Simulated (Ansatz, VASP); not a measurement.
One calculation of Cu, two programs

File INCAR:

```
SYSTEM = Cu
ALGO = Normal
EDIFF = 1E-7
ENCUT = 520
GGA = PS
ISIF = 2
ISMEAR = 0
LASPH = .True.
LCHARG = .False.
LREAL = .False.
LWAVE = .False.
NBANDS = 12
NELM = 100
PREC = Accurate
SIGMA = 0.15
```

The input KPOINTS:

```
k-points
0
Gamma
  24 24 24
  0 0 0
```

Contents of POSCAR:

```
Cu
1.0
   -1.4211514202      1.4211514202      1.3760814500
    1.4211514202     -1.4211514202      1.3760814500
    1.4211514202      1.4211514202     -1.3760814500
Cu
1
Direct
    0.0000000000      0.0000000000      0.0000000000
```

Input for Ansatz:

```yaml
crystal:
  lattice:
    - [-1.4211514202, 1.4211514202, 1.37608145]
    - [1.4211514202, -1.4211514202, 1.37608145]
    - [1.4211514202, 1.4211514202, -1.37608145]
  atoms:
    - { symbol: Cu, position: [0.0, 0.0, 0.0] }
basis:
  ecutwfc: 420
kpoints:
  mp_grid: { grid: [24, 24, 24] }
hamiltonian:
  xc: pbesol
scf:
  occupations: { method: gaussian, width: 0.15 }
output:
  forces: true
  stress: true
  eigenvalues: true
  write_density: true
  write_potential: true
  elf: true
  volumetric_format: npy
```

Change from the starting cell: strain -0.015 along x and y, +0.000 along z, atoms carried along.

Alike in both runs: task single point; functional PBEsol; k mesh 24 × 24 × 24; occupations gaussian, width 0.15 eV; no spin polarisation.

|  | VASP | Ansatz |
| --- | --- | --- |
| version | VASP 6.6.1 | Ansatz 0.2.0 |
| potentials or method | VASP PAW PBE potentials, release 64 (Cu) | scalar-relativistic, plane waves, PAW |
| plane-wave cutoff (eV) | 520 | 420 |
| valence electrons in the cell | 11 | 19 |

|  | VASP | Ansatz | Ansatz less VASP |
| --- | --- | --- | --- |
| gap on the k mesh at the Fermi level (eV) | none | none | - |
| pressure (GPa) | 4.4 | 3.7 | -0.72 |

A gap of «none» marks a metal or a gap that the smearing closes. The two sets of potentials don't hold the same shells in valence.

Caveats: the PAW data sets were made with another functional, which shifts forces and pressure a little (VASP).
